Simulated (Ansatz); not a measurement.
The system is SiNi.

```
Ni Si
1.0
     2.94277    0.00000    0.00000
     0.00000    3.28033    0.00000
     0.00000    0.00000    4.67745
Ni Si
2 2
Direct
  0.50000 0.50000 0.34250
  0.00000 0.00000 0.65750
  0.50000 0.50000 0.84314
  0.00000 0.00000 0.15686
```

The cell is a database's computed one.

* Program: Ansatz 0.2.0
* Task: relaxation of cell and atoms
* Functional: LDA
* Potentials or basis: Ansatz PAW
* Cutoff: 420 eV (not typed: the program's choice for these potentials)
* k mesh: 9 × 8 × 6
* Occupations: fermi-dirac, width 0.05 eV
* Spin: collinear spin, ferromagnetic start
* Starting moments: [1.0, 1.0, 0.0, 0.0] μB

At the start: volume 11.29 Å³/atom.

Problem. Where does the relaxation end?

Solution. It ends after 6 steps and the volume is 11.04 Å³/atom (-2.2 %); space group Pmmn (No. 59, to 0.05 Å); moment 0.00 μB per cell.

Step by step:
```tsv
step	energy change (eV)	largest force (eV/Å)	volume (Å³)
1	0.0000	0.2431	45.15
2	-0.0157	0.1432	44.60
3	-0.0208	0.0174	44.11
4	-0.0208	0.0071	44.14
5	-0.0208	0.0018	44.15
6	-0.0203	0.0018	44.15
```

Final structure:
```
CELL_PARAMETERS angstrom
2.92623 0.00000 0.00000
0.00000 3.26337 0.00000
0.00000 0.00000 4.62282
ATOMIC_POSITIONS crystal
Ni 0.50000 0.50000 0.34303
Ni 0.00000 0.00000 0.65697
Si 0.50000 0.50000 0.84091
Si 0.00000 0.00000 0.15909
```

Caveat: the plane-wave basis is chosen anew once the cell has moved, so the energies of steps on either side of that aren't comparable; the PAW data sets come from PBE, with cores solved anew for the run's functional, which leaves a small shift of forces and pressure; the starting moments weren't kept.
